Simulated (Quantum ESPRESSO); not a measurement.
**PbSe (Clausthalite) under changes of volume**

One of the cells (28.671 Å³/atom); the others are scaled copies at fixed shape and fractional positions:

```
Pb Se
1.0
     0.00000    3.06065    3.06065
     3.06065    0.00000    3.06065
     3.06065    3.06065    0.00000
Pb Se
1 1
Direct
  0.00000 0.00000 0.00000
  0.50000 0.50000 0.50000
```

| Item | Value |
| --- | --- |
| Program | Quantum ESPRESSO 7.5 |
| Functional | r2SCAN |
| Potentials or basis | SG15 PBE 1.2 |
| Cutoff | 952 eV |
| Density cutoff | 3810 eV |
| k mesh | 6 × 6 × 6 |
| Occupations | fermi-dirac, width 0.05 eV |
| Spin | no spin polarisation |

| volume (Å³/atom) | energy over the lowest point (meV/atom) | pressure (GPa) | gap on the mesh (eV) |
| --- | --- | --- | --- |
| 26.951 | 25.79 | 4.5 | 0.45 |
| 27.524 | 12.41 | 3.0 | 0.53 |
| 28.097 | ? | ? | ? |
| 28.671 | 0.01 | 0.5 | 0.67 |
| 29.244 | 0.00 | -0.5 | 0.73 |
| 29.818 | 3.55 | -1.5 | 0.78 |
| 30.391 | 10.28 | -2.3 | 0.83 |

Question: What does the run at 28.097 Å³/atom give?

Answer: Energy over the lowest point 3.99 meV/atom; pressure 1.7 GPa; gap on the mesh 0.60 eV.

Worked out: A Birch-Murnaghan fit of order 3 (a polynomial in V^(-2/3)) to the other rows has its minimum at 28.96 Å³/atom with B0 = V·E''(V) = 53 GPa and B' = 4.6. It gives 3.99 meV/atom at 28.097 Å³/atom, against the run's 3.99, and -dE/dV = 1.7 GPa, against 1.7. A parabola through the other rows of the gap, of slope 3.41 eV per unit of ln V (its deformation potential) there, gives 0.60 eV, against the run's 0.60.

Energies are extrapolated to zero smearing.

Caveats: the potentials were made for another functional, which shifts forces and pressure; spin-orbit coupling is left out, which as a rule narrows the gap of such compounds by several tenths of an eV.

A mesh can miss the band edges.
